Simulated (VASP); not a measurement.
Method: AM05 GGA, VASP's PBE PAW potentials (set 64) (plane waves; VASP).

The input files of a VASP run:

KPOINTS:
```
Automatic mesh
0
Gamma
8 8 8
0 0 0
```

INCAR:
```
ALGO  =  Normal
EDIFF  =  1E-7
ENCUT  =  520
GGA  =  AM
ISIF  =  2
ISMEAR  =  0
LASPH  =  .TRUE.
LCHARG  =  .FALSE.
LMAXMIX  =  4
LREAL  =  .FALSE.
LWAVE  =  .FALSE.
NELM  =  100
PREC  =  Accurate
SIGMA  =  0.05
SYSTEM  =  ZnTe
```

POSCAR:
```
ZnTe
1
    0.0000000000     3.0150737986     3.0150737986
    3.0150737986     0.0000000000     3.0150737986
    3.0150737986     3.0150737986     0.0000000000
Zn Te
1 1
Direct
  1.0000000000   1.0000000000   1.0000000000
  0.2500000000   0.2500000000   0.2500000000
```

POTCAR, in this order: Zn Te (PBE.64 set). Program: vasp_std.

Output

**OUTCAR**
```
 ion  position               nearest neighbor table
   1  0.000  0.000  0.000-   2 2.61   2 2.61   2 2.61   2 2.61
   2  0.250  0.250  0.250-   1 2.61   1 2.61   1 2.61   1 2.61
  LATTYP: Found a face centered cubic cell.
 ALAT       =     6.0301475972
 Subroutine PRICEL returns:
 Original cell was already a primitive cell.
 Subroutine GETGRP returns: Found 24 space group operations
The static configuration has the point symmetry T_d .
The dynamic configuration has the point symmetry T_d .
 Subroutine INISYM returns: Found 24 space group operations
 Subroutine IBZKPT returns following result:
 Found     29 irreducible k-points:

 Following reciprocal coordinates:
            Coordinates               Weight
  0.000000  0.000000  0.000000      1.000000
  0.125000  0.000000  0.000000      8.000000
  0.250000  0.000000  0.000000      8.000000
  0.375000  0.000000  0.000000      8.000000
  0.500000  0.000000  0.000000      4.000000
  0.125000  0.125000  0.000000      6.000000
  0.250000  0.125000  0.000000     24.000000
  0.375000  0.125000  0.000000     24.000000
  0.500000  0.125000  0.000000     24.000000
 -0.375000  0.125000  0.000000     24.000000
 -0.250000  0.125000  0.000000     24.000000
 -0.125000  0.125000  0.000000     12.000000
  0.250000  0.250000  0.000000      6.000000
  0.375000  0.250000  0.000000     24.000000
  0.500000  0.250000  0.000000     24.000000
 -0.375000  0.250000  0.000000     24.000000
 -0.250000  0.250000  0.000000     12.000000
  0.375000  0.375000  0.000000      6.000000
  0.500000  0.375000  0.000000     24.000000
 -0.375000  0.375000  0.000000     12.000000
  0.500000  0.500000  0.000000      3.000000
  0.375000  0.250000  0.125000     24.000000
  0.500000  0.250000  0.125000     48.000000
 -0.375000  0.250000  0.125000     24.000000
...
```

### OSZICAR
```
       N       E                     dE             d eps       ncg     rms          rms(c)
DAV:   1     0.813414339348E+02    0.81341E+02   -0.86412E+03   754   0.146E+03
DAV:   2    -0.926033186939E+00   -0.82267E+02   -0.79134E+02   809   0.263E+02
DAV:   3    -0.555998218442E+01   -0.46339E+01   -0.46171E+01   944   0.630E+01
DAV:   4    -0.562512286787E+01   -0.65141E-01   -0.65131E-01   935   0.748E+00
DAV:   5    -0.562618126044E+01   -0.10584E-02   -0.10584E-02   932   0.777E-01    0.510E+00
DAV:   6    -0.544014009619E+01    0.18604E+00   -0.70051E-01   919   0.262E+01    0.396E+00
DAV:   7    -0.542760899356E+01    0.12531E-01   -0.13386E-01   844   0.439E+00    0.160E+00
DAV:   8    -0.542654379676E+01    0.10652E-02   -0.55338E-03   940   0.738E-01    0.408E-01
DAV:   9    -0.542685109067E+01   -0.30729E-03   -0.11778E-03   819   0.407E-01    0.143E-01
DAV:  10    -0.542688761425E+01   -0.36524E-04   -0.11492E-04   927   0.115E-01    0.105E-01
DAV:  11    -0.542698086314E+01   -0.93249E-04   -0.14061E-04   789   0.737E-02    0.178E-02
DAV:  12    -0.542698493017E+01   -0.40670E-05   -0.10070E-05   932   0.411E-02    0.235E-02
DAV:  13    -0.542698503050E+01   -0.10034E-06   -0.11377E-06   789   0.890E-03    0.165E-02
DAV:  14    -0.542698520235E+01   -0.17185E-06   -0.11876E-06   819   0.739E-03    0.269E-03
DAV:  15    -0.542698524723E+01   -0.44875E-07   -0.63382E-08   607   0.217E-03
   1 F= -.54269852E+01 E0= -.54269852E+01  d E =-.579236E-15
```

**OUTCAR**
```
------------------------ aborting loop because EDIFF is reached ----------------------------------------
  FORCE on cell =-STRESS in cart. coord.  units (eV):
  Direction    XX          YY          ZZ          XY          YZ          ZX
  --------------------------------------------------------------------------------------
  Total        0.5337465      0.5337465      0.5337465      0.0000000      0.0000000     -0.0000000
  in kB       15.5998990     15.5998990     15.5998990      0.0000000      0.0000000     -0.0000000
  external PRESSURE =      15.5998990 kB  Pullay stress =       0.0000000 kB
  volume of cell :       54.82
      direct lattice vectors                 reciprocal lattice vectors
     0.000000000  3.015073799  3.015073799    -0.165833420  0.165833420  0.165833420
     3.015073799  0.000000000  3.015073799     0.165833420 -0.165833420  0.165833420
     3.015073799  3.015073799  0.000000000     0.165833420  0.165833420 -0.165833420
 POSITION                                       TOTAL-FORCE (eV/Angst)
 -----------------------------------------------------------------------------------
      0.00000      0.00000      0.00000         0.000000     -0.000000     -0.000000
      1.50754      1.50754      1.50754        -0.000000      0.000000      0.000000
 -----------------------------------------------------------------------------------
    total drift:                               -0.000001     -0.000001     -0.000001
  FREE ENERGIE OF THE ION-ELECTRON SYSTEM (eV)
  ---------------------------------------------------
  free  energy   TOTEN  =        -5.4269852472 eV

  energy  without entropy=       -5.4269852472  energy(sigma->0) =       -5.42698525
```
(Selected blocks of OUTCAR.)

The compound is ZnTe in the zinc blende structure. This cell is one point of a volume scan, at 0.97 of the reference volume.
